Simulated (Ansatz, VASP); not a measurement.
**Two plane-wave programs on MoS2**

The input INCAR:

```
ALGO     = Normal         # electronic algorithm
EDIFF    = 1E-7           # SCF threshold, eV
ENCUT    = 520            # plane-wave cutoff, eV
GGA      = PS             # functional
ISIF     = 2              # what is computed and relaxed
ISMEAR   = -1             # smearing method
LASPH    = T              # aspherical terms in the spheres
LCHARG   = F              # write CHGCAR
LREAL    = F              # projectors in reciprocal space
LWAVE    = F              # write WAVECAR
NBANDS   = 20             # bands
NELM     = 60             # most SCF steps
PREC     = Accurate       # precision mode
SIGMA    = 0.05           # smearing width, eV
```

Contents of KPOINTS:

```
k-points
0
Gamma
  10 10 2
```

The input POSCAR:

```
MoS2
1.0
    3.1191256785      0.0000000000      0.0000000000
   -1.5595628393      2.7012420752      0.0000000000
    0.0000000000      0.0000000000     16.9807333112
Mo S
1 2
Direct
    0.0000000000      0.0000000000      0.0000000000
    0.3333333333      0.6666666667      0.9105070200
    0.3333333333      0.6666666667      0.0894929800
```

input.yaml

```yaml
crystal:
  lattice:
    - [3.1191256785, 0.0, 0.0]
    - [-1.5595628393, 2.7012420752, 0.0]
    - [0.0, 0.0, 16.9807333112]
  atoms:
    - { symbol: Mo, position: [0.0, 0.0, 0.0] }
    - { symbol: S, position: [0.3333333333, 0.6666666667, 0.91050702] }
    - { symbol: S, position: [0.3333333333, 0.6666666667, 0.08949298] }
hamiltonian:
  xc: pbesol
  pseudopotentials: { kind: paw }
kpoints:
  mp_grid: { grid: [10, 10, 2] }
scf:
  occupations: { method: fermi_dirac, width: 0.05 }
output:
  forces: true
  stress: true
  eigenvalues: true
```

Change from the starting cell: volume scaled by 0.94.

Alike in both runs: task single point; functional PBEsol; k mesh 10 × 10 × 2; occupations fermi-dirac, width 0.05 eV; no spin polarisation.

|  | VASP | Ansatz |
| --- | --- | --- |
| version | VASP 6.6.1 | Ansatz 0.2.0 |
| potentials or method | VASP PAW PBE potentials, release 64 (Mo_sv, S) | Ansatz PAW |
| plane-wave cutoff (eV) | 520 | 420 |
| valence electrons in the cell | 26 | 26 |

VASP gave:

* gap on the k mesh at the Fermi level (eV): 1.92
* least direct gap on the mesh (eV): 2.11
* rms of the force components (eV/Å): 0.454

**Question.** Which values does Ansatz return?

**Answer.** gap on the k mesh at the Fermi level (eV): 1.90; least direct gap on the mesh (eV): 2.10; rms of the force components (eV/Å): 0.454.

Atom by atom the forces differ by 0.001 eV/Å (rms over components). With one functional, cell and mesh, what is left measures potentials, basis and numerics.

Caveats: the PAW data sets were made with another functional, which shifts forces and pressure a little (VASP); the PAW data sets come from PBE, with cores solved anew for the run's functional, which leaves a small shift of forces and pressure (Ansatz).
